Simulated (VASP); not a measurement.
# ZnS (F-43m) in VASP: Born charges and dielectric tensor with LDA

Aim: the Born charges and dielectric tensor of ZnS with LDA.

All numbers are computed with VASP 6.6.1; they aren't measurements. Logs are shortened: lines on timing, memory, paths and dates and some standing lists are left out, and cuts for length are marked.

**Experimental background.**

From “Electronic, vibrational, and thermodynamic properties of ZnS (zincblende and rocksalt structure)”, 2009, arxiv:0911.5022, for a bulk crystal of ZnS at 19 K: band gap 3.85 eV (direct).

A printed reference work, monograph reports, for a bulk crystal of ZnS: high-frequency dielectric constant 5.14.

How close the calculation comes is told below.

**1. The crystal as given**

The structure is cubic, space group F-43m (No. 216). The conventional cell has a = 5.302 Å, b = 5.302 Å, c = 5.302 Å, α = 90.00°, β = 90.00°, γ = 90.00°. Zn (site symmetry -43m) is surrounded by 4 S at 2.30 Å. S (site symmetry -43m) is surrounded by 4 Zn at 2.30 Å.

The cell is a database's computed one.

**2. Born charges and dielectric tensor, LDA**

Contents of INCAR:

```
SYSTEM = ZnS
PREC     = Accurate       ! precision mode
ENCUT    = 600            ! plane-wave cutoff, eV
EDIFF    = 1E-8           ! SCF threshold, eV
ISMEAR   = 0              ! smearing method
SIGMA    = 0.02           ! smearing width, eV
LREAL    = .False.        ! projectors in reciprocal space
LASPH    = .True.         ! aspherical terms in the spheres
NELM     = 100            ! most SCF steps
ALGO     = Normal         ! electronic algorithm
ISIF     = 2              ! what is computed and relaxed
LWAVE    = .False.        ! write WAVECAR
LCHARG   = .False.        ! write CHGCAR
LEPSILON = .True.         ! dielectric tensor by DFPT
IBRION   = 8              ! ionic algorithm
NSW      = 1              ! ionic steps
```

Contents of KPOINTS:

```
regular mesh
0
Gamma
  10 10 10
  0 0 0
```

Contents of POSCAR:

```
ZnS
1.0
    0.0000000000      2.6509500000      2.6509500000
    2.6509500000      0.0000000000      2.6509500000
    2.6509500000      2.6509500000      0.0000000000
Zn S
1 1
Direct
    0.0000000000      0.0000000000      0.0000000000
    0.7500000000      0.7500000000      0.7500000000
```

Potentials or basis: VASP PAW LDA potentials, release 64 (Zn, S).

On the command line:

```console
$ cat potpaw_LDA.64/Zn/POTCAR potpaw_LDA.64/S/POTCAR > POTCAR
$ mpirun -np 1 vasp_std > vasp.out
```

OUTCAR:

```text
SYSTEM = ZnS
   PREC = Accurate
   ENCUT = 600
   EDIFF = 1E-8
   ISMEAR = 0
   LREAL = .False.
   LASPH = .True.
   NELM = 100
   ISIF = 2
   LEPSILON = .True.
   IBRION = 8
   NSW = 1

 ion  position               nearest neighbor table
   1  0.000  0.000  0.000-   2 2.30   2 2.30   2 2.30   2 2.30
   2  0.750  0.750  0.750-   1 2.30   1 2.30   1 2.30   1 2.30

  LATTYP: Found a face centered cubic cell.
 ALAT       =     5.3019000000

  Lattice vectors:

 A1 = (   0.0000000000,   2.6509500000,   2.6509500000)
 A2 = (   2.6509500000,   0.0000000000,   2.6509500000)
 A3 = (   2.6509500000,   2.6509500000,   0.0000000000)

Analysis of symmetry for initial positions (statically):
=====================================================================
 Subroutine PRICEL returns:
 Original cell was already a primitive cell.

 Routine SETGRP: Setting up the symmetry group for a
 face centered cubic supercell.

 Subroutine GETGRP returns: Found 24 space group operations
 (whereof 24 operations were pure point group operations)
 out of a pool of 48 trial point group operations.

The static configuration has the point symmetry T_d .

Analysis of symmetry for dynamics (positions and initial velocities):
=====================================================================
 Subroutine PRICEL returns:
 Original cell was already a primitive cell.

 Routine SETGRP: Setting up the symmetry group for a
 face centered cubic supercell.

 Subroutine GETGRP returns: Found 24 space group operations
 (whereof 24 operations were pure point group operations)
 out of a pool of 48 trial point group operations.

The dynamic configuration has the point symmetry T_d .

 Subroutine INISYM returns: Found 24 space group operations
 (whereof 24 operations are pure point group operations),
 and found     1 'primitive' translations

----------------------------------------------------------------------------------------

                                     Primitive cell

  volume of cell :      37.2593

  direct lattice vectors                    reciprocal lattice vectors
     0.000000000  2.650950000  2.650950000    -0.188611630  0.188611630  0.188611630
     2.650950000  0.000000000  2.650950000     0.188611630 -0.188611630  0.188611630
     2.650950000  2.650950000  0.000000000     0.188611630  0.188611630 -0.188611630

  length of vectors
     3.749009443  3.749009443  3.749009443     0.326684926  0.326684926  0.326684926

  position of ions in fractional coordinates (direct lattice)
     0.000000000  0.000000000  0.000000000
     0.750000000  0.750000000  0.750000000

  ion indices of the primitive-cell ions
   primitive index   ion index
                 1           1
                 2           2

----------------------------------------------------------------------------------------

 KPOINTS: regular mesh

Automatic generation of k-mesh.
 Grid dimensions read from file:
 generate k-points for:   10   10   10

 Generating k-lattice:

  Cartesian coordinates                     Fractional coordinates (reciprocal lattice)
    -0.018861163  0.018861163  0.018861163     0.100000000  0.000000000  0.000000000
     0.018861163 -0.018861163  0.018861163     0.000000000  0.100000000  0.000000000
     0.018861163  0.018861163 -0.018861163     0.000000000  0.000000000  0.100000000

  Length of vectors
     0.032668493  0.032668493  0.032668493

  Shift w.r.t. Gamma in fractional coordinates (k-lattice)
     0.000000000  0.000000000  0.000000000

 Subroutine IBZKPT returns following result:
 ===========================================

[... 501 lines left out ...]
 -----------------------------------------------------------------------------------
      0.00000      0.00000      0.00000        -0.000000     -0.000000     -0.000000
      3.97642      3.97642      3.97642         0.000000      0.000000      0.000000
 -----------------------------------------------------------------------------------
    total drift:                                0.000000      0.000000      0.000000

  FREE ENERGIE OF THE ION-ELECTRON SYSTEM (eV)
  ---------------------------------------------------
  free  energy   TOTEN  =        -8.2081657865 eV

  energy  without entropy=       -8.2081657865  energy(sigma->0) =       -8.20816579

 HEAD OF MICROSCOPIC STATIC DIELECTRIC TENSOR (INDEPENDENT PARTICLE, excluding Hartree and local field effects)
 ------------------------------------------------------
           6.646355     0.000000     0.000000
           0.000000     6.646355     0.000000
          -0.000000     0.000000     6.646355
 ------------------------------------------------------

 Free energy of the ion-electron system (eV)
  ---------------------------------------------------
  ---------------------------------------------------
  free energy    TOTEN  =        -0.55818520 eV

  energy without entropy =       -0.55818520

------------------------ aborting loop because EDIFF is reached ----------------------------------------

--------------------------------------- Ionic step        2  -------------------------------------------

------------------------ aborting loop because EDIFF is reached ----------------------------------------

--------------------------------------- Ionic step        3  -------------------------------------------

------------------------ aborting loop because EDIFF is reached ----------------------------------------

 PIEZOELECTRIC TENSOR FIELD DIRECTION 3  (e Angst)
 -----------------------------------------------------------------------------
    -0.00086  1.52933  0.00000           ( -0.00000 -0.01604  0.00000)
     1.52933 -0.00086  0.00000           ( -0.01604 -0.00000  0.00000)
     0.00000  0.00000  0.00005           (  0.00000  0.00000 -0.00000)

 PIEZOELECTRIC TENSOR FIELD DIRECTION 3  (C/m^2)
 -----------------------------------------------------------------------------
    -0.00037  0.65762  0.00000
     0.65762 -0.00037  0.00000
     0.00000  0.00000  0.00002

--------------------------------------- Ionic step        4  -------------------------------------------

------------------------ aborting loop because EDIFF is reached ----------------------------------------

[... ionic steps 5 to 6 ...]

--------------------------------------- Ionic step        7  -------------------------------------------

 Free energy of the ion-electron system (eV)
  ---------------------------------------------------
  ---------------------------------------------------
  free energy    TOTEN  =        -0.10383246 eV

  energy without entropy =       -0.10383246

------------------------ aborting loop because EDIFF is reached ----------------------------------------

 INTERNAL STRAIN TENSOR  FOR ION    2  DIRECTION 1   (eV/Angst):
 -----------------------------------------------------------------------------
    -0.01792  0.00000  0.00000
     0.00000  0.01728  6.51197
     0.00000  6.51197  0.01728

 MACROSCOPIC STATIC DIELECTRIC TENSOR (including local field effects in DFT)
 ------------------------------------------------------
           6.149988     0.000000    -0.000000
           0.000000     6.149988     0.000000
           0.000000     0.000000     6.149988
 ------------------------------------------------------

 PIEZOELECTRIC TENSOR (including local field effects)  for field in x, y, z        (e  Angst)
          XX          YY          ZZ          XY          YZ          ZX
  --------------------------------------------------------------------------------
  x    -0.00000     0.00000     0.00000     0.00000     1.54088     0.00000
  y     0.00000    -0.00000     0.00000     0.00000     0.00000     1.54088
  z     0.00000     0.00000    -0.00000     1.54088     0.00000     0.00000

 PIEZOELECTRIC TENSOR (including local field effects)  for field in x, y, z        (C/m^2)
          XX          YY          ZZ          XY          YZ          ZX
  --------------------------------------------------------------------------------
  x    -0.00000     0.00000     0.00000     0.00000     0.66259     0.00000
  y     0.00000    -0.00000     0.00000     0.00000     0.00000     0.66259
  z     0.00000     0.00000    -0.00000     0.66259     0.00000     0.00000

 BORN EFFECTIVE CHARGES (including local field effects) (in |e|, cummulative output)
 ---------------------------------------------------------------------------------
 ion    1
    1     1.91648     0.00000    -0.00000
    2     0.00000     1.91648     0.00000
    3    -0.00000     0.00000     1.91648
 ion    2
    1    -1.91648    -0.00000     0.00000
    2    -0.00000    -1.91648     0.00000
    3     0.00000    -0.00000    -1.91648

 INTERNAL STRAIN TENSOR FOR ION    2 for displacements in x,y,z  (eV/Angst):
          X           Y           Z          XY          YZ          ZX
  --------------------------------------------------------------------------------
  x     0.00000     0.00000     0.00000     0.00000     6.51197     0.00000
  y    -0.00000     0.00000    -0.00000     0.00000     0.00000     6.51197
  z     0.00000     0.00000     0.00000     6.51197     0.00000     0.00000

 SECOND DERIVATIVES (NOT SYMMETRIZED)
 ------------------------------------
               1X          1Y          1Z          2X          2Y          2Z
  1X    -6.629197    0.000000    0.000000    6.629197    0.000000    0.000000
  1Y     0.000000   -6.629197    0.000000    0.000000    6.629197    0.000000
  1Z     0.000000    0.000000   -6.629197    0.000000    0.000000    6.629197
  2X     6.689577    0.000000    0.000000   -6.689577    0.000000    0.000000
  2Y     0.000000    6.689577    0.000000    0.000000   -6.689577    0.000000
  2Z     0.000000    0.000000    6.689577    0.000000    0.000000   -6.689577

 Eigenvectors and eigenvalues of the dynamical matrix
 ----------------------------------------------------

   1 f  =    8.704251 THz    54.690425 2PiTHz  290.342575 cm-1    35.997875 meV
             X         Y         Z           dx          dy          dz
      0.000000  0.000000  0.000000     0.000000    0.000000   -0.571868
      3.976425  3.976425  3.976425     0.000000    0.000000    0.820345
[... 21 lines left out ...]
   6 f/i=    0.018512 THz     0.116316 2PiTHz    0.617501 cm-1     0.076560 meV
             X         Y         Z           dx          dy          dz
      0.000000  0.000000  0.000000     0.000000    0.775579    0.267289
      3.976425  3.976425  3.976425     0.000000    0.540662    0.186329

--------------------------------------------------------------------------------------------------------

 MACROSCOPIC STATIC DIELECTRIC TENSOR IONIC CONTRIBUTION
 ------------------------------------------------------
           2.678569    -0.000000     0.000000
          -0.000000     2.678569    -0.000000
           0.000000    -0.000000     2.678569
 ------------------------------------------------------

 ELASTIC MODULI CONTR FROM IONIC RELAXATION (kBar)
 Direction    XX          YY          ZZ          XY          YZ          ZX
 --------------------------------------------------------------------------------
 XX          -0.0000     -0.0000      0.0000     -0.0000      0.0000      0.0000
 YY          -0.0000     -0.0000     -0.0000     -0.0000     -0.0000     -0.0000
 ZZ           0.0000     -0.0000     -0.0000      0.0000     -0.0000      0.0000
 XY          -0.0000     -0.0000      0.0000   -273.2533     -0.0000      0.0000
 YZ           0.0000     -0.0000     -0.0000     -0.0000   -273.2533      0.0000
 ZX           0.0000     -0.0000      0.0000      0.0000      0.0000   -273.2533
 --------------------------------------------------------------------------------

 PIEZOELECTRIC TENSOR IONIC CONTR  for field in x, y, z        (C/m^2)
          XX          YY          ZZ          XY          YZ          ZX
  --------------------------------------------------------------------------------
  x     0.00000    -0.00000    -0.00000    -0.00000    -0.80502     0.00000
  y     0.00000    -0.00000     0.00000     0.00000     0.00000    -0.80502
  z    -0.00000    -0.00000     0.00000    -0.80502    -0.00000     0.00000
```

Wall time 6.7 min (1 thread of AMD EPYC 9R45 (Zen 5), shared host); peak memory 0.36 GiB.

What came out:

- Band gap on the k mesh: 2.15 eV, direct
- Electronic dielectric tensor (diagonal): 6.15
- Born charges (mean of the diagonal): Zn +1.92; S -1.92 e
- Highest phonon frequency at Γ, LO-TO splitting left out: 290 cm⁻¹

Phonon frequencies in cm⁻¹ (negative: imaginary):
```tsv
q point	frequencies
(0.000, 0.000, 0.000)	-1 -1 -1 290 290 290
```

Electronic dielectric tensor:
```
6.15 0.00 0.00
0.00 6.15 0.00
0.00 0.00 6.15
```

Born effective charge tensors (e):
atom 1, Zn
```
1.92 0.00 0.00
0.00 1.92 0.00
0.00 0.00 1.92
```
atom 2, S
```
-1.92  0.00  0.00
 0.00 -1.92  0.00
 0.00  0.00 -1.92
```

**3. How close it comes**

Step 2. Against the measured gap of ZnS, 3.85 eV (direct; 19 K; quoted in “Electronic, vibrational, and thermodynamic properties of ZnS (zincblende and rocksalt structure)”, 2009, arxiv:0911.5022), the calculated 2.15 eV is off by -1.70 eV. The value is that of LDA, without temperature or zero-point motion. Semilocal functionals fall short of measured gaps as a rule. The cell is a database's relaxed one, not the measured one, which moves gaps too. Measured high-frequency dielectric constant of ZnS: 5.14 (a printed reference work, monograph). This calculation gives 6.15 (+19.6 %).
